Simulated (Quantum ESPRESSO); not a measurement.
ZnO (zincite):

```xyz
4
Lattice="3.2493 0.0000 0.0000 -1.6247 2.8140 0.0000 0.0000 0.0000 5.2057" Properties=species:S:1:pos:R:3 pbc="T T T"
Zn    1.6247    0.9380    0.0000
Zn    0.0000    1.8760    2.6029
O     0.0000    1.8760    4.5759
O     1.6247    0.9380    1.9730
```

```yaml
Program: Quantum ESPRESSO 7.5
Task: single point
Functional: PBE
Potentials_or_basis: SSSP 1.3 efficiency PBE
Cutoff: 748 eV
Density_cutoff: 5987 eV
k_mesh: 9 × 9 × 5
Occupations: fermi-dirac, width 0.05 eV
Spin: no spin polarisation
```

On this cell: pressure 5.1 GPa; largest force 0.072 eV/Å; band gap on the k mesh 0.80 eV, direct.

The same run follows on a disturbed copy (atoms moved at random, drawn with an rms of 0.05 Å):

```xyz
4
Lattice="3.2493 0.0000 0.0000 -1.6247 2.8140 0.0000 0.0000 0.0000 5.2057" Properties=species:S:1:pos:R:3 pbc="T T T"
Zn    1.6211    0.9605   -0.0398
Zn   -0.0210    1.8336    2.6766
O    -0.0214    1.9038    4.6220
O     1.6670    0.9430    2.0035
```

**Question.** What changes?

**Answer.** The energy moves by +18.9 meV/atom; pressure 5.6 GPa; largest force 1.013 eV/Å; band gap on the k mesh 0.77 eV, direct.

Forces in eV/Å, atoms in the order of the input:
```
Zn  -0.150  0.017  0.876
Zn   0.513  0.349 -0.802
O    0.212 -0.044  0.060
O   -0.575 -0.322 -0.134
```

Stress tensor (GPa, compression positive):
```
6.59 2.28 0.84
2.28 4.89 0.91
0.84 0.91 5.41
```

